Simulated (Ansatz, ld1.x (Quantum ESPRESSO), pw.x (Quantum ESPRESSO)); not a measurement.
## From atom to crystal: TM potential for lanthanum

La, norm-conserving Troullier–Martins (Kleinman–Bylander form), made with ld1.x (Quantum ESPRESSO) 7.5 (PBEsol, scalar-relativistic). Core [Xe], reference 4f0 5d1 6s2 6p0. Waves: 6s (bound): rc 3.25 bohr; 6p (bound, empty): rc 4.20 bohr; 4f (bound, empty): rc 1.60 bohr; 5d (bound): rc 2.40 bohr. Local part: the d channel. Core correction: a·sin(br)/r model core, default radius (core density twice the valence density).

Crystal test: fcc La in pw.x 7.5, no spin, 11³ k-points, Fermi–Dirac smearing 0.01 Ry, cutoffs 50/200 Ry. The reference is all-electron LAPW (Ansatz 0.2.0) with the same functional, mesh and smearing; V0 and B0 come from Birch–Murnaghan fits to the pressures at five volumes. Errors are pseudo minus all-electron; Δ is the rms difference of the E(V) curves that follow from these fits, minima aligned, over ±6 % about the mean V0. Mesh and smearing are coarse, so the numbers serve the comparison and aren't converged zero-temperature values; the lattice is a test structure that the element need not adopt.

| V (Å³/atom) | P all-electron (GPa) | P pseudo (GPa) |
| --- | --- | --- |
| 31.994 | 1.86 | 10.51 |
| 32.836 | 1.06 | 9.73 |
| 33.678 | 0.33 | 9.00 |
| 34.520 | -0.34 | 8.33 |
| 35.362 | -0.96 | 7.71 |

All-electron: a0 = 5.147 Å (V0 = 34.08 Å³/atom), B0 = 27.2 GPa.

Pseudopotential: mean pressure error (GPa): +8.67. The pressure does not cross zero within the volumes sampled, so no fit is given. The largest radius (4.20 bohr) exceeds half the bond length (3.42 bohr), so the spheres overlap, which is one possible source of error among others. This is a poor potential for the solid. Note: ghost states, extra bound levels that the all-electron valence spectrum of the same l lacks: s at -17.3 eV, p at -1.80 eV. A true bound ghost makes a file unfit for plane-wave use. Atomic configuration tests: 4 of 7 tests not solved or not reliable.

Problem. At the middle volume, how do free energy and pressure move when the wave cutoff is lowered (ecutrho kept at four times it)?

Solution.

```csv
cutoff (Ry),shift of F (meV/atom),shift of P (GPa)
22,+6.5,+0.07
30,+4.3,+0.10
40,+2.6,+0.06
```

Input at the middle volume:

```
&control
  calculation='scf', prefix='x', pseudo_dir='./', outdir='./tmp', tstress=.true., disk_io='none'
/
&system
  ibrav=0, nat=1, ntyp=1, ecutwfc=50, ecutrho=200, nbnd=8,
  occupations='smearing', smearing='fd', degauss=0.01
/
&electrons
  conv_thr=1e-09, mixing_beta=0.4, electron_maxstep=70
/
ATOMIC_SPECIES
La 1.0 La.UPF
CELL_PARAMETERS angstrom
  0.00000000 2.56313865 2.56313865
  2.56313865 0.00000000 2.56313865
  2.56313865 2.56313865 0.00000000
ATOMIC_POSITIONS crystal
La 0.0000 0.0000 0.0000
K_POINTS automatic
11 11 11 0 0 0
```

```bash
pw.x < La.scf.in > La.scf.out
```

Lines of the output:

```
Message from routine setup:
     using ibrav=0 with symmetry is DISCOURAGED, use correct ibrav instead
     lattice parameter (alat)  =       6.8499  a.u.
     unit-cell volume          =     227.2704 (a.u.)^3
     number of electrons       =         3.00
     number of Kohn-Sham states=            8
     kinetic-energy cutoff     =      50.0000  Ry
     charge density cutoff     =     200.0000  Ry
     scf convergence threshold =      1.0E-09
     Exchange-correlation= PBESOL
     number of k points=    56  Fermi-Dirac smearing, width (Ry)=  0.0100
     iteration #  1     ecut=    50.00 Ry     beta= 0.40
     total energy              =      -5.85376241 Ry
     estimated scf accuracy    <       1.89884426 Ry
     iteration #  2     ecut=    50.00 Ry     beta= 0.40
     total energy              =      -5.72521790 Ry
     estimated scf accuracy    <       0.29058751 Ry
     iteration #  3     ecut=    50.00 Ry     beta= 0.40
     total energy              =      -5.78719536 Ry
     estimated scf accuracy    <       0.81526561 Ry
     iteration #  4     ecut=    50.00 Ry     beta= 0.40
     total energy              =      -5.86590810 Ry
     estimated scf accuracy    <       0.00126930 Ry
     iteration #  5     ecut=    50.00 Ry     beta= 0.40
     total energy              =      -5.86364705 Ry
     estimated scf accuracy    <       0.01068725 Ry
     iteration #  6     ecut=    50.00 Ry     beta= 0.40
     total energy              =      -5.86582192 Ry
     estimated scf accuracy    <       0.00361173 Ry
     iteration #  7     ecut=    50.00 Ry     beta= 0.40
     total energy              =      -5.86619569 Ry
     estimated scf accuracy    <       0.00001420 Ry
     iteration #  8     ecut=    50.00 Ry     beta= 0.40
     c_bands:  1 eigenvalues not converged
     c_bands:  1 eigenvalues not converged
     c_bands:  1 eigenvalues not converged
     c_bands:  1 eigenvalues not converged
     total energy              =      -5.86619603 Ry
     estimated scf accuracy    <       0.00022940 Ry
     iteration #  9     ecut=    50.00 Ry     beta= 0.40
     total energy              =      -5.86620354 Ry
     estimated scf accuracy    <       0.00002727 Ry
     iteration # 10     ecut=    50.00 Ry     beta= 0.40
     total energy              =      -5.86620319 Ry
     estimated scf accuracy    <       0.00000566 Ry
     iteration # 11     ecut=    50.00 Ry     beta= 0.40
     total energy              =      -5.86620376 Ry
     estimated scf accuracy    <       0.00000003 Ry
     iteration # 12     ecut=    50.00 Ry     beta= 0.40
     total energy              =      -5.86620379 Ry
     estimated scf accuracy    <       0.00000002 Ry
     iteration # 13     ecut=    50.00 Ry     beta= 0.40
     the Fermi energy is     5.0406 ev
!    total energy              =      -5.86620379 Ry
     estimated scf accuracy    <          3.8E-11 Ry
     smearing contrib. (-TS)   =      -0.00815118 Ry
     The total energy is F=E-TS. E is the sum of the following terms:
     one-electron contribution =       2.42316562 Ry
     hartree contribution      =       0.41905003 Ry
     xc contribution           =      -4.44067799 Ry
     ewald contribution        =      -4.25959027 Ry
     convergence has been achieved in  13 iterations
          total   stress  (Ry/bohr**3)                   (kbar)     P=       90.03
     Message from routine punch:
     Nothing written, as per user request (disk_io='none')
```

The run at the middle volume (56 k-points, 13 iterations) took about 6.2 s on one core of a shared host (AMD EPYC 9R45, 192 threads, 1484 GiB, load 102).
